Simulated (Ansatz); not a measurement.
**Al: how the axes shrink under pressure**

Al, P6_3/mmc, a = 2.822 Å, c = 9.262 Å. This isn't the element's structure at ambient conditions. Ansatz: r2SCAN, PAW, 500 eV, Γ-centred 18×18×6 mesh on 4 atoms, Gaussian smearing 0.10 eV; no spin polarisation. Cell and atoms are relaxed at each pressure, and no other structure is tried, so the rows at high pressure may lie past a change of phase. y = 100 ln(c/c0) with c0 = 9.2621 Å, so nearly a change in per cent. The pressures are the targets, met within 0.06 GPa.

```tsv
P (GPa)	y	100 ln(a/a0)
-2.0	?	?
0.0	0.00	0.00
2.0	-0.71	-0.72
5.0	-1.59	-1.66
10.0	-2.94	-3.02
20.0	-5.21	-5.23
40.0	-8.61	-8.47
```

**Question.** Fit y = c1 P + c2 P² to the other rows, give the linear compressibility along c, and predict the missing y.

**Answer.** Least squares on the rows shown. y = −0.3146 P + 0.002495 P². The linear compressibility along c is −c1/100 = 3.15 per TPa, against 3.23 along a from the same fit to the last column (its missing entry is 0.77): the crystal is about as stiff along both at low pressure. The runs next to zero pressure give 3.66 and 3.70, so a parabola over the whole range misstates the start. With a term in P³ added, the coefficient of P becomes -0.3415, 9 % more, which shows how far this figure hangs on the form. At P = -2.0 the fit asked for gives 0.64. The run gave 0.77, so the fit is 0.13 too low, within twice the rms miss on the fitted rows (0.07).